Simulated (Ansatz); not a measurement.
Method: Ansatz 0.2.0, DFT PBE, scalar-relativistic, plane waves, PAW. All cells share a 420 eV cutoff and Γ-centred k meshes spaced at most about 0.3 Å⁻¹ (about 0.25 or finer for metals, 2π included). No spin polarisation.

All energies are static (0 K, no zero-point motion).

Two forms of HfC4 were relaxed alike.

1.

Space group I4/mmm (No. 139). a = 6.396 Å, b = 6.396 Å, c = 2.634 Å, α = 90.00°, β = 90.00°, γ = 90.00°
| atom | site | symmetry | x | y | z |
| --- | --- | --- | --- | --- | --- |
| Hf | 2a | 4/mmm | 0.0000 | 0.0000 | 0.0000 |
| C | 8h | m.2m | 0.2776 | 0.7224 | 0.0000 |

2.

Space group P-3m1 (No. 164). a = 4.321 Å, b = 4.321 Å, c = 10.232 Å, α = 90.00°, β = 90.00°, γ = 120.00°
| atom | site | symmetry | x | y | z |
| --- | --- | --- | --- | --- | --- |
| Hf | 1a | -3m. | 0.0000 | 0.0000 | 0.0000 |
| Hf | 2d | 3m. | 0.3333 | 0.6667 | 0.3976 |
| C | 12j | 1 | 0.6663 | 0.6671 | 0.8012 |

Question: Which is lower in energy, and by how much?

Answer: Cell 2 is lower, by 142 meV/atom. Cell 1 has space group I4/mmm (No. 139), 10.8 Å³/atom and no gap on its mesh; cell 2 has space group P-3m1 (No. 164), 11.0 Å³/atom and no gap. Counting C atoms around Hf (those within 1.25 times the shortest such distance or 1.15 times the sum of covalent radii; a slash parts the counts of unlike sites), cell 1 has Hf 12 and cell 2 has Hf 6/12. Cell 1 holds C–C chains (shortest 1.41 Å); cell 2 holds C–C nets (shortest 1.44 Å). Even the lower one lies +0.34 eV/atom against the reference forms of the elements (uncorrected), so neither is stable at this level. In cell 1, Hf is surrounded by 12 C at 2.40–2.51 Å and 2 Hf at 2.63 Å; C is surrounded by 2 C at 1.41 Å and 3 Hf at 2.40–2.51 Å. In cell 2, Hf on a site of symmetry -3m has 12 C at 2.49 Å; Hf on a site of symmetry 3m has 6 C at 2.49 Å; C is surrounded by 3 C at 1.44–1.45 Å, 6 C at 2.49–2.50 Å and 2 Hf at 2.49 Å. Both come from invented guesses. The lowest form computed isn't among them: it has space group Pmmm (No. 47), 9.8 Å³/atom and lies 33 meV/atom below the best shown.

Spin–orbit coupling, which can matter for Hf, is left out. Cells relaxed within their symmetry can be saddle points. Some structure types and database cells were kept out of the candidates from the start, so a known form may be missing.
